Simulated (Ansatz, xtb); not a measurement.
**Relative energy of two isomers of C4H10O**

We compare I, `CC(C)(C)O`, a singlet, with II, `CC(C)CO`, a singlet. Both are isolated molecules in the gas phase, relaxed with B3LYP-D3(BJ)/def2-SVP; the shapes shown needn't be the lowest conformers.

I (Å):

```
atom    x (Å)    y (Å)    z (Å)
   C  -2.2251  -0.0460   2.3647
   C  -2.0206   0.3294   0.8912
   C  -0.5351   0.2580   0.5148
   C  -2.5856   1.7198   0.6037
   O  -2.7702  -0.5597   0.0603
   H  -3.2965  -0.0278   2.6152
   H  -1.6950   0.6469   3.0371
   H  -1.8437  -1.0620   2.5636
   H   0.0679   0.9640   1.1075
   H  -0.4028   0.4928  -0.5521
   H  -0.1366  -0.7550   0.6949
   H  -2.4671   1.9624  -0.4631
   H  -2.0700   2.4872   1.2005
   H  -3.6594   1.7480   0.8425
   H  -2.4407  -1.4549   0.2150
```

II (Å):

```xyz
15

C     0.0893    0.3868    0.3281
C    -0.7136    0.2750   -0.9696
C    -0.3056   -0.9473   -1.7941
C    -2.2184    0.2662   -0.6736
O    -3.0245    0.1990   -1.8314
H     1.1706    0.4341    0.1246
H    -0.1848    1.2872    0.9018
H    -0.0879   -0.4895    0.9748
H    -0.5104    1.1821   -1.5746
H    -0.9310   -1.0344   -2.6943
H    -0.4368   -1.8721   -1.2063
H     0.7506   -0.8912   -2.1019
H    -2.4673   -0.6278   -0.0759
H    -2.4757    1.1480   -0.0508
H    -2.8461    0.9864   -2.3625
```

Quicker runs give these differences E(II) − E(I): GFN2-xTB +0.182 eV; HF/STO-3G +0.160 eV (at GFN2-xTB geometries); r2SCAN-D4/def2-SVP +0.252 eV (at GFN2-xTB geometries).

**Question.** Estimate E(II) − E(I) at the level CCSD(T)/def2-SVP + ΔMP2/def2-TZVPP.

**Answer.** Calculated at CCSD(T)/def2-SVP + ΔMP2/def2-TZVPP: E(II) − E(I) = +0.262 eV, so structure I lies lower.

Level by level:

| level | geometry | E(II) − E(I) (eV) | departure from the last row (eV) | job, with rough time for the two |
| --- | --- | --- | --- | --- |
| GFN2-xTB | GFN2-xTB | +0.182 | −0.080 | optimisation, 0.1 s |
| HF/STO-3G | GFN2-xTB | +0.160 | −0.102 | single point, 0.28 s |
| r2SCAN-D4/def2-SVP | GFN2-xTB | +0.252 | −0.010 | single point, 2.2 s |
| B3LYP-D3(BJ)/def2-SVP | B3LYP-D3(BJ)/def2-SVP | +0.209 | −0.053 | optimisation, 17 s |
| HF/def2-SVP | B3LYP-D3(BJ)/def2-SVP | +0.197 | −0.065 | part of the CCSD(T) run |
| MP2/def2-SVP | B3LYP-D3(BJ)/def2-SVP | +0.257 | −0.005 | part of the CCSD(T) run |
| CCSD(T)/def2-SVP | B3LYP-D3(BJ)/def2-SVP | +0.248 | −0.014 | single point |
| CCSD(T)/def2-SVP + ΔMP2/def2-TZVPP | B3LYP-D3(BJ)/def2-SVP | +0.262 |  | single point, 24 s |

As drawn, both hold the same kinds of bond in the same numbers. Structure I has 3 methyl groups, II 2.

The levels shown agree on the order. The largest departure from CCSD(T)/def2-SVP + ΔMP2/def2-TZVPP is that of HF/STO-3G, 0.102 eV. The last row adds to CCSD(T) the change of the MP2 difference between the two basis sets, here +0.014 eV.

With thermal terms from frequencies at re-optimised GFN2-xTB minima (ideal gas, soft modes damped towards free rotors, one conformer each, 298.15 K, 1 atm): on the last row, ΔE + ΔZPE = +0.292, ΔH = +0.287, ΔG = +0.284 eV.

The correlated steps freeze 5 core orbitals. Programs: Ansatz 0.2.0, xtb 6.7.1; the last row on 2 threads of Intel(R) Xeon(R) 6975P-C (Granite Rapids) on a shared host.
